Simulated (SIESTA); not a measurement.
Runs of SIESTA 5.4.2 on Si2Mo. Symmetry: I4/mmm, No. 139, tetragonal system. Conventional cell: a = 3.200 Å, b = 3.200 Å, c = 7.861 Å, α = 90.00°, β = 90.00°, γ = 90.00°. Around Mo (site symmetry 4/mmm) lie 10 Si at 2.62 Å. Si (site symmetry 4mm) has 5 Si at 2.61 to 2.63 Å and 5 Mo at 2.62 Å as nearest neighbours. 

```csv
task,level,potentials or basis,cell,gap on the mesh (eV),pressure (GPa),V0 of scaled cells (Å³/atom),B0 (GPa),largest force (eV/Å)
band structure,LDA,"PseudoDojo 0.4 standard (LDA files), DZP (energy shift 0.003 Ry; two zetas on semicore shells)",as given,none,-4.9,-,-,0.34
single point,PBEsol,"PseudoDojo 0.4 standard (PBEsol files), DZP (energy shift 0.003 Ry; two zetas on semicore shells)",as given,none,-1.3,-,-,0.29
band structure,PBEsol,"PseudoDojo 0.4 standard (PBEsol files), DZP (energy shift 0.003 Ry; two zetas on semicore shells)",as given,none,-1.3,-,-,0.29
equation of state,PBEsol,"PseudoDojo 0.4 standard (PBEsol files), DZP (energy shift 0.003 Ry; two zetas on semicore shells)",as given,-,-,13.33,(a),-
equation of state,LDA,"PseudoDojo 0.4 standard (LDA files), DZP (energy shift 0.003 Ry; two zetas on semicore shells)",as given,-,-,13.11,(b),-
single point,PBEsol,"PseudoDojo 0.4 standard (PBEsol files), DZP (energy shift 0.003 Ry; two zetas on semicore shells)","atoms moved at random, drawn with an rms of 0.05 Å",none,-1.0,-,-,0.94
```

Alike in all rows: no spin polarisation; k mesh 12 × 12 × 12; smearing fermi-dirac 0.05 eV; grid cutoff 800 Ry; energy shift 0.003 Ry.

Fill in the values left out.

(a) 215; (b) 221.

Caveats: the basis of atomic orbitals isn't converged, which shifts pressures, moduli and gaps; the cell was scaled at fixed shape and fractional positions, which overstates the stiffness of a crystal with free parameters, most of all of layers and chains (some runs).

A k mesh can miss the band edges, and the runs leave out spin-orbit coupling on Mo.

A gap of «none» marks a metal or a gap under the smearing width.
